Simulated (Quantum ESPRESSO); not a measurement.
# Ti (P6_3/mmc) in Quantum ESPRESSO: convergence with wavefunction cutoff

Aim: find how far wavefunction cutoff must go before the results for Ti settle, at PBEsol. This setting moves, with any that are tied to it; all else stays.

Program: Quantum ESPRESSO 7.5. These are calculated values, not measurements. Logs are shortened: lines on timing, memory, paths and dates and some standing lists are left out, and cuts for length are marked.

### 1 Starting point

The structure is hexagonal, space group P6_3/mmc (No. 194). Conventional cell: a = 2.950 Å, b = 2.950 Å, c = 4.680 Å, α = 90.00°, β = 90.00°, γ = 120.00°. Ti (site symmetry -6m2) has 12 Ti at 2.89 to 2.95 Å as nearest neighbours.

### 2 With wavefunction cutoff 34 Ry

Contents of pw.in:

```
&CONTROL
  calculation = 'scf'
  prefix = 'pwscf'
  outdir = './tmp'
  pseudo_dir = './pseudo'
  tprnfor = .true.
  tstress = .true.
  disk_io = 'nowf'
/
&SYSTEM
  ibrav = 0
  nat = 2
  ntyp = 1
  ecutwfc = 34
  nbnd = 19
  occupations = 'smearing'
  smearing = 'fd'
  degauss = 0.00367493
/
&ELECTRONS
  conv_thr = 4d-10
  electron_maxstep = 120
  mixing_beta = 0.5
/
ATOMIC_SPECIES
Ti    47.8670 Ti.upf
CELL_PARAMETERS angstrom
   2.9500000000    0.0000000000    0.0000000000
  -1.4750000000    2.5547749412    0.0000000000
   0.0000000000    0.0000000000    4.6800000000
ATOMIC_POSITIONS crystal
Ti     0.6666666667    0.3333333333    0.7500000000
Ti     0.3333333333    0.6666666667    0.2500000000
K_POINTS automatic
10 10 6 0 0 0
```

Potentials or basis: PseudoDojo 0.4.1 SR PBEsol standard.

Started as:

```
> OMP_NUM_THREADS=1 pw.x -in pw.in > pw.out
```

pw.out:

```text
This program is part of the open-source Quantum ESPRESSO suite
     for quantum simulation of materials; please cite
         "P. Giannozzi et al., J. Phys.:Condens. Matter 21 395502 (2009);
         "P. Giannozzi et al., J. Phys.:Condens. Matter 29 465901 (2017);
         "P. Giannozzi et al., J. Chem. Phys. 152 154105 (2020);
     in publications or presentations arising from this work. More details at

     Message from routine setup:
     using ibrav=0 with symmetry is DISCOURAGED, use correct ibrav instead

     G-vector sticks info
     --------------------
     sticks:   dense  smooth     PW     G-vecs:    dense   smooth      PW
     Sum         295     295     91                 6435     6435    1117

     Using Slab Decomposition

     bravais-lattice index     =            0
     lattice parameter (alat)  =       5.5747  a.u.
     unit-cell volume          =     238.0220 (a.u.)^3
     number of atoms/cell      =            2
     number of atomic types    =            1
     number of electrons       =        24.00
     number of Kohn-Sham states=           19
     kinetic-energy cutoff     =      34.0000  Ry
     charge density cutoff     =     136.0000  Ry
     scf convergence threshold =      4.0E-10
     mixing beta               =       0.5000
     number of iterations used =            8  plain     mixing
     Exchange-correlation= PBESOL
                           (   1   4  10   8   0   0   0)

     celldm(1)=   5.574692  celldm(2)=   0.000000  celldm(3)=   0.000000
     celldm(4)=   0.000000  celldm(5)=   0.000000  celldm(6)=   0.000000

     crystal axes: (cart. coord. in units of alat)
               a(1) = (   1.000000   0.000000   0.000000 )
               a(2) = (  -0.500000   0.866025   0.000000 )
               a(3) = (   0.000000   0.000000   1.586441 )

     reciprocal axes: (cart. coord. in units 2 pi/alat)
               b(1) = (  1.000000  0.577350 -0.000000 )
               b(2) = (  0.000000  1.154701  0.000000 )
               b(3) = (  0.000000 -0.000000  0.630342 )

     PseudoPot. # 1 for Ti read from file:
     Ti.upf
     Pseudo is Norm-conserving + core correction, Zval = 12.0
     Generated using ONCVPSP code by D. R. Hamann
     Using radial grid of 1586 points,  6 beta functions with:
                l(1) =   0
                l(2) =   0
                l(3) =   1
                l(4) =   1
                l(5) =   2
                l(6) =   2

     atomic species   valence    mass     pseudopotential
     Ti               12.00    47.86700     Ti( 1.00)

     24 Sym. Ops., with inversion, found (12 have fractional translation)

   Cartesian axes

     site n.     atom                  positions (alat units)
         1        Ti     tau(   1) = (   0.5000000   0.2886751   1.1898305  )
         2        Ti     tau(   2) = (  -0.0000000   0.5773503   0.3966102  )

     number of k points=    56  Fermi-Dirac smearing, width (Ry)=  0.0037
                       cart. coord. in units 2pi/alat
        k(    1) = (   0.0000000   0.0000000   0.0000000), wk =   0.0033333
        k(    2) = (   0.0000000   0.0000000   0.1050570), wk =   0.0066667
        k(    3) = (   0.0000000   0.0000000   0.2101140), wk =   0.0066667
        k(    4) = (   0.0000000   0.0000000  -0.3151709), wk =   0.0033333
        k(    5) = (   0.0000000   0.1154701   0.0000000), wk =   0.0200000
        k(    6) = (   0.0000000   0.1154701   0.1050570), wk =   0.0400000
[... 48 lines left out ...]
        k(   55) = (   0.3000000   0.5196152   0.2101140), wk =   0.0400000
        k(   56) = (   0.3000000   0.5196152  -0.3151709), wk =   0.0200000

     Dense  grid:     6435 G-vectors     FFT dimensions: (  24,  24,  36)

     Check: negative core charge=   -0.000077

     Initial potential from superposition of free atoms

     starting charge      23.9970, renormalised to      24.0000
     Starting wfcs are   20 randomized atomic wfcs

     Self-consistent Calculation

     iteration #  1     ecut=    34.00 Ry     beta= 0.50
     Davidson diagonalization with overlap
     ethr =  1.00E-02,  avg # of iterations =  3.4

     total energy              =    -236.32196279 Ry
     estimated scf accuracy    <       0.35465885 Ry

     iteration #  2     ecut=    34.00 Ry     beta= 0.50
     Davidson diagonalization with overlap
     ethr =  1.48E-03,  avg # of iterations =  2.0
[... 57 lines left out ...]
     total energy              =    -236.37737213 Ry
     estimated scf accuracy    <          4.5E-10 Ry

     iteration # 11     ecut=    34.00 Ry     beta= 0.50
     Davidson diagonalization with overlap
     ethr =  1.88E-12,  avg # of iterations =  3.3

     End of self-consistent calculation

          k = 0.0000 0.0000 0.0000 (   785 PWs)   bands (ev):

   -44.7787 -44.7153 -22.0398 -21.4398 -21.4398 -21.4026 -21.3555 -21.3555
     7.0049  10.5927  13.6258  14.8159  14.8754  14.8754  15.4044  15.4044
    15.8727  15.8727  17.3980

          k = 0.0000 0.0000 0.1051 (   797 PWs)   bands (ev):

   -44.7980 -44.7645 -21.9927 -21.4561 -21.4561 -21.4382 -21.3744 -21.3744
     7.2196  10.4664  13.4707  14.6407  14.6407  14.7266  15.1722  15.1722
    16.0482  16.0482  17.2864
[... 103 lines left out ...]
          k = 0.0000 0.4619-0.3152 (   804 PWs)   bands (ev):

   -44.7536 -44.7536 -21.9080 -21.9080 -21.5450 -21.5450 -21.5030 -21.5030
    10.7308  10.7308  12.8231  12.8231  14.2819  14.2819  15.8024  15.8024
    17.4731  17.4731  17.6433

          k = 0.0000-0.5774 0.0000 (   818 PWs)   bands (ev):

   -44.8055 -44.7664 -21.8833 -21.7638 -21.7625 -21.6112 -21.5731 -21.4521
    10.9520  11.2577  11.7157  12.4813  14.0964  14.3268  14.8663  17.4223
    17.7099  17.9245  18.5181

          k = 0.0000-0.5774 0.1051 (   798 PWs)   bands (ev):

   -44.7390 -44.7137 -21.9098 -21.8028 -21.6948 -21.5729 -21.5325 -21.4493
    10.8247  11.3342  12.0627  12.4467  14.4460  14.6289  14.7743  17.4553
    17.6508  17.9681  18.3348

          k = 0.0000-0.5774 0.2101 (   804 PWs)   bands (ev):

   -44.7541 -44.7419 -21.9449 -21.8831 -21.6151 -21.5534 -21.5225 -21.4773
    10.7247  11.1434  12.5128  12.6245  14.4431  14.6406  15.0480  16.5874
    17.6467  17.7719  17.8042

          k = 0.0000-0.5774-0.3152 (   796 PWs)   bands (ev):

   -44.7234 -44.7234 -21.9257 -21.9257 -21.5490 -21.5490 -21.5047 -21.5047
    10.9104  10.9104  12.7764  12.7764  14.4706  14.4706  15.8048  15.8048
    17.8304  17.8304  17.8695

          k = 0.1000 0.1732 0.0000 (   789 PWs)   bands (ev):

   -44.7648 -44.7185 -21.9625 -21.5622 -21.5135 -21.4493 -21.4215 -21.3828
     7.7777  11.3513  12.8989  13.7255  14.8016  15.1498  15.4076  15.5007
    15.5072  16.0681  17.6319
[... 181 lines left out ...]
          k = 0.3000 0.5196-0.3152 (   794 PWs)   bands (ev):

   -44.7165 -44.7165 -21.8638 -21.8638 -21.6792 -21.6792 -21.4890 -21.4890
    11.9267  11.9267  12.7591  12.7591  13.2046  13.2046  15.6774  15.6774
    17.3703  17.3703  20.1464

     the Fermi energy is    13.6254 ev

!    total energy              =    -236.37737213 Ry
     estimated scf accuracy    <          1.0E-10 Ry
     smearing contrib. (-TS)   =      -0.00110040 Ry
     internal energy E=F+TS    =    -236.37627173 Ry

     The total energy is F=E-TS. E is the sum of the following terms:
     one-electron contribution =     -79.25067430 Ry
     hartree contribution      =      45.99559062 Ry
     xc contribution           =     -34.03911003 Ry
     ewald contribution        =    -169.08207802 Ry

     convergence has been achieved in  11 iterations

     Forces acting on atoms (cartesian axes, Ry/au):

     atom    1 type  1   force =     0.00000000    0.00000000    0.00000000
     atom    2 type  1   force =     0.00000000    0.00000000    0.00000000

     Total force =     0.000000     Total SCF correction =     0.000000

     Computing stress (Cartesian axis) and pressure

          total   stress  (Ry/bohr**3)                   (kbar)     P=    -1483.22
  -0.01011299  -0.00000000   0.00000000        -1487.67       -0.00        0.00
  -0.00000000  -0.01011299   0.00000000           -0.00    -1487.67        0.00
   0.00000000   0.00000000  -0.01002216            0.00        0.00    -1474.31

=------------------------------------------------------------------------------=
   JOB DONE.
=------------------------------------------------------------------------------=
```

Run time: 13 s. Hardware: 1 thread of Arm Neoverse V2, shared host; peak memory 0.05 GiB.

Results:

```
Free energy            : -3216.0780 eV
Pressure               : -148.3 GPa
Band gap on the k mesh : none (metal or under the smearing width)
```

### 3 With wavefunction cutoff 42 Ry

Changes to pw.in since step 2:

```diff
@@ -13,3 +13,3 @@
   ntyp = 1
-  ecutwfc = 34
+  ecutwfc = 42
   nbnd = 19
```

Potentials or basis: PseudoDojo 0.4.1 SR PBEsol standard.

Started as:

```
> OMP_NUM_THREADS=1 pw.x -in pw.in > pw.out
```

It took 15 s on 1 thread of Arm Neoverse V2, shared host; peak memory 0.05 GiB.

What came out:

```yaml
Free_energy: -3223.3434 eV
Pressure: -75.1 GPa
Band_gap_on_the_k_mesh: none (metal or under the smearing width)
```

### 4 With wavefunction cutoff 50 Ry

Changes to pw.in since step 3:

```diff
@@ -13,3 +13,3 @@
   ntyp = 1
-  ecutwfc = 42
+  ecutwfc = 50
   nbnd = 19
```

Started as:

```
> OMP_NUM_THREADS=1 pw.x -in pw.in > pw.out
```

It took 15 s on 1 thread of Arm Neoverse V2, shared host; peak memory 0.05 GiB.

What came out:

| Item | Value |
| --- | --- |
| Free energy | -3226.0858 eV |
| Pressure | -35.4 GPa |
| Band gap on the k mesh | none (metal or under the smearing width) |

### 5 With wavefunction cutoff 59 Ry

Changes to pw.in since step 4:

```diff
@@ -13,3 +13,3 @@
   ntyp = 1
-  ecutwfc = 50
+  ecutwfc = 59
   nbnd = 19
```

Started as:

```
> OMP_NUM_THREADS=1 pw.x -in pw.in > pw.out
```

It took 28 s on 1 thread of Arm Neoverse V2, shared host; peak memory 0.06 GiB.

What came out:

- Free energy: -3227.0524 eV
- Pressure: -14.0 GPa
- Band gap on the k mesh: none (metal or under the smearing width)

### 6 With wavefunction cutoff 67 Ry

Changes to pw.in since step 5:

```diff
@@ -13,3 +13,3 @@
   ntyp = 1
-  ecutwfc = 59
+  ecutwfc = 67
   nbnd = 19
```

Potentials or basis: PseudoDojo 0.4.1 SR PBEsol standard.

Started as:

```
> OMP_NUM_THREADS=1 pw.x -in pw.in > pw.out
```

Run time: 27 s. Hardware: 1 thread of Arm Neoverse V2, shared host; peak memory 0.07 GiB.

Results (log left out):

```
Free energy            : -3227.2429 eV
Pressure               : -7.6 GPa
Band gap on the k mesh : none (metal or under the smearing width)
```

### 7 With wavefunction cutoff 76 Ry

Changes to pw.in since step 6:

```diff
@@ -13,3 +13,3 @@
   ntyp = 1
-  ecutwfc = 67
+  ecutwfc = 76
   nbnd = 19
```

Started as:

```
> OMP_NUM_THREADS=1 pw.x -in pw.in > pw.out
```

Run time: 29 s. Hardware: 1 thread of Arm Neoverse V2, shared host; peak memory 0.08 GiB.

It converged, with:

```yaml
Free_energy: -3227.2775 eV
Pressure: -5.8 GPa
Band_gap_on_the_k_mesh: none (metal or under the smearing width)
```

### 8 With wavefunction cutoff 84 Ry

Changes to pw.in since step 7:

```diff
@@ -13,3 +13,3 @@
   ntyp = 1
-  ecutwfc = 76
+  ecutwfc = 84
   nbnd = 19
```

Started as:

```
> OMP_NUM_THREADS=1 pw.x -in pw.in > pw.out
```

Wall time 45 s (1 thread of Arm Neoverse V2, shared host); peak memory 0.1 GiB.

It converged, with:

- Free energy: -3227.2798 eV
- Pressure: -5.6 GPa
- Band gap on the k mesh: none (metal or under the smearing width)

### 9 With wavefunction cutoff 101 Ry

Changes to pw.in since step 8:

```diff
@@ -13,3 +13,3 @@
   ntyp = 1
-  ecutwfc = 84
+  ecutwfc = 101
   nbnd = 19
```

Potentials or basis: PseudoDojo 0.4.1 SR PBEsol standard.

Started as:

```
> OMP_NUM_THREADS=1 pw.x -in pw.in > pw.out
```

Wall time 50 s (1 thread of Arm Neoverse V2, shared host); peak memory 0.12 GiB.

The run converged. Its results:

```
Free energy            : -3227.2803 eV
Pressure               : -5.6 GPa
Band gap on the k mesh : none (metal or under the smearing width)
```

### 10 With wavefunction cutoff 126 Ry

Changes to pw.in since step 9:

```diff
@@ -13,3 +13,3 @@
   ntyp = 1
-  ecutwfc = 101
+  ecutwfc = 126
   nbnd = 19
```

Started as:

```
> OMP_NUM_THREADS=1 pw.x -in pw.in > pw.out
```

Run time: 64 s. Hardware: 1 thread of Arm Neoverse V2, shared host; peak memory 0.16 GiB.

The run converged. Its results:

- Free energy: -3227.2807 eV
- Pressure: -5.6 GPa
- Band gap on the k mesh: none (metal or under the smearing width)

### 11 Summary

| wavefunction cutoff | energy less the tightest run, at zero smearing (meV/atom) | pressure (GPa) | SCF cycles | CPU time (s) | peak memory (GiB) |
| --- | --- | --- | --- | --- | --- |
| 34 Ry | 5600.16 | -148.32 | 11 | 13 | 0.05 |
| 42 Ry | 1968.08 | -75.13 | 9 | 15 | 0.05 |
| 50 Ry | 597.16 | -35.35 | 9 | 15 | 0.05 |
| 59 Ry | 114.11 | -14.03 | 10 | 28 | 0.06 |
| 67 Ry | 18.91 | -7.55 | 9 | 27 | 0.07 |
| 76 Ry | 1.60 | -5.78 | 9 | 29 | 0.08 |
| 84 Ry | 0.47 | -5.60 | 9 | 45 | 0.1 |
| 101 Ry | 0.22 | -5.60 | 9 | 50 | 0.12 |
| 126 Ry | 0.00 | -5.60 | 9 | 64 | 0.16 |

Against the tightest run, the energy stays within 1 meV/atom from 84 Ry on; the pressure stays within 0.1 GPa from 84 Ry on. The tightest run that finished is the yardstick and may itself not be fully converged.
